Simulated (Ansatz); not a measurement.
**Lu (bcc type): how the settings move a single-point run**

Aim: see which settings change the result for Lu (bcc type), by how much, and at what cost.

Program: Ansatz 0.2.0. Level of theory: reference: DFT, PBE, all-electron PAW with datasets made for the crystal, scalar-relativistic. These are calculated values, not measurements.

## (1) The structure to begin with

The structure is cubic, space group Im-3m (No. 229). Conventional cell: a = 3.900 Å, b = 3.900 Å, c = 3.900 Å, α = 90.00°, β = 90.00°, γ = 90.00°. Lu (site symmetry m-3m) has 8 Lu at 3.38 Å as nearest neighbours.

Coordinates:

```cif
data_structure
_symmetry_space_group_name_H-M 'Im-3m'
_symmetry_Int_Tables_number 229
_cell_length_a 3.8999
_cell_length_b 3.8999
_cell_length_c 3.8999
_cell_angle_alpha 90.000
_cell_angle_beta 90.000
_cell_angle_gamma 90.000
_cell_volume 59.32
loop_
_atom_site_label
_atom_site_type_symbol
_atom_site_symmetry_multiplicity
_atom_site_Wyckoff_symbol
_atom_site_fract_x
_atom_site_fract_y
_atom_site_fract_z
_atom_site_occupancy
Lu1 Lu 2 a 0.00000 0.00000 0.00000 1
```

## (2) Baseline

Input file input.yaml:

```yaml
crystal:
  lattice:
    - [-1.9499656895, 1.9499656895, 1.9499656895]
    - [1.9499656895, -1.9499656895, 1.9499656895]
    - [1.9499656895, 1.9499656895, -1.9499656895]
  atoms:
    - { symbol: Lu, position: [0.0, 0.0, 0.0] }
kpoints:
  mp_grid: { grid: [15, 15, 15] }
  band_path:
    path:
      - [0.0, 0.0, 0.0]
      - [0.5, -0.5, 0.5]
      - [0.0, 0.0, 0.5]
      - [0.0, 0.0, 0.0]
      - [0.25, 0.25, 0.25]
      - [0.5, -0.5, 0.5]
      - [0.25, 0.25, 0.25]
      - [0.0, 0.0, 0.5]
    npoints: 8
scf:
  occupations: { method: fermi_dirac, width: 0.08 }
hamiltonian:
  xc: pbe
  pseudopotentials: { kind: all_electron, datasets: crystal }
output:
  forces: true
  stress: true
  eigenvalues: true
  efg: { contact_densities: true }
```

Launch:

```sh
$ ansatz run input.yaml --threads 1 --pin off --max-ram 2048MiB --backend cpu --events-out ev --progress --plain --runs-dir out
```

## (3) Variant: preconditioner kerker_dos

Edit input.yaml of step 2 so:

```diff
@@ -22,2 +22,3 @@
   occupations: { method: fermi_dirac, width: 0.08 }
+  mixing: { preconditioner: kerker_dos }
 hamiltonian:
```

## (4) Changing settings: mp_grid.grid [22, 22, 22]

Edit input.yaml of step 2 so:

```diff
@@ -8,3 +8,3 @@
 kpoints:
-  mp_grid: { grid: [15, 15, 15] }
+  mp_grid: { grid: [22, 22, 22] }
   band_path:
```

Q: Predict the outcome of this session. Wanted: for each run, ending; energy change; pressure; gap; force.

As calculated:

| run | ending | energy change | pressure (GPa) | gap (eV) | force (eV/Å) | cycles | time |
| --- | --- | --- | --- | --- | --- | --- | --- |
| reference | converged | 0 | 0.0 | 0.00 | 0.00 | 9 | 7.2 s |
| 1: preconditioner kerker_dos | converged | 0.0 meV/atom | 0.0 | 0.00 | 0.00 | 10 | 7.7 s |
| 2: mp_grid.grid [22, 22, 22] | converged | -0.1 meV/atom | 0.0 | 0.00 | 0.00 | 9 | 16 s |

Residual by cycle in the longest SCF loop of each run; runs are numbered as in the table. The quantity is the density residual dr2, in eV.

| cycle | reference | run 1 | run 2 |
| --- | --- | --- | --- |
| 1 | 0.214 | 0.214 | 0.214 |
| 2 | 0.098 | 0.134 | 0.0979 |
| 3 | 0.0158 | 0.0401 | 0.0159 |
| 4 | 0.00258 | 0.0107 | 0.00258 |
| 5 | 1.4e-4 | 6.9e-4 | 1.4e-4 |
| 6 | 2.7e-5 | 2.1e-4 | 2.7e-5 |
| 7 | 9.9e-7 | 1.5e-5 | 9.9e-7 |
| 8 | 6.9e-8 | 2.5e-6 | 6.9e-8 |
| 9 | 3.0e-9 | 1.1e-7 | 3.0e-9 |
| 10 | - | 9.0e-9 | - |

Of the converged runs whose energies compare with the reference's, «mp_grid.grid [22, 22, 22]» moves the energy most (-0.1 meV/atom) and «preconditioner kerker_dos» least (0.0 meV/atom). Of the variants the dearest is «mp_grid.grid [22, 22, 22]» (16 s), the cheapest «preconditioner kerker_dos» (7.7 s), on a shared host.
